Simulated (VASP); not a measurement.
BaTiO3:

```
Ba Ti O
1.0
     3.96714    0.00000    0.00000
     0.00000    3.96714    0.00000
     0.00000    0.00000    4.06567
Ba Ti O
1 1 3
Cartesian
  0.0000 0.0000 4.0600
  1.9836 1.9836 1.9594
  1.9836 1.9836 0.1183
  1.9836 0.0000 2.1007
  3.9671 1.9836 2.1007
```

Base run:

| Quantity | Value |
| --- | --- |
| Program | VASP 6.6.1 |
| Functional | HSE06 |
| Potentials or basis | VASP PAW PBE potentials, release 64 (Ba_sv, Ti_sv, O) |
| Cutoff | 520 eV |
| k mesh | 4 × 4 × 4 |
| Occupations | gaussian, width 0.03 eV |
| Spin | no spin polarisation |

Its results: band gap on the k mesh 3.27 eV, indirect (least direct gap 3.67 eV); pressure 0.9 GPa; largest force 0.295 eV/Å.

**Question.** The run is repeated on the same cell with these changes: functional from HSE06 to PBE0. What comes out?

**Answer.** Band gap on the k mesh 4.00 eV, indirect (least direct gap 4.40 eV); pressure 0.9 GPa; largest force 0.292 eV/Å.

Caveats: the PAW data sets were made with another functional, which shifts forces and pressure a little; spin-orbit coupling is left out, which moves the levels of the heavy elements.
